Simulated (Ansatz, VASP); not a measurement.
## C in VASP and in Ansatz

```
C
1.0
     1.52547    0.88073    2.82879
    -1.52547    0.88073    2.82879
     0.00000   -1.76146    2.82879
C
2
Direct
  0.22754 0.22754 0.22754
  0.77246 0.77246 0.77246
```

Alike in both runs: task single point; functional PBEsol; k mesh 9 × 9 × 9; occupations gaussian, width 0.1 eV; no spin polarisation.

|  | VASP | Ansatz |
| --- | --- | --- |
| version | VASP 6.6.1 | Ansatz 0.2.0 |
| potentials or method | VASP PAW PBE potentials, release 64 (C) | scalar-relativistic, plane waves, PAW |
| plane-wave cutoff (eV) | 520 | 420 |
| valence electrons in the cell | 8 | 8 |

```csv
,VASP,Ansatz,Ansatz less VASP
gap on the k mesh at the Fermi level (eV),none,none,-
rms of the force components (eV/Å),2.284,2.286,+0.0019
```

Atom by atom the forces differ by 0.002 eV/Å (rms over components). A gap of «none» marks a metal or a gap that the smearing closes.

Caveats: the PAW data sets were made with another functional, which shifts forces and pressure a little (VASP).
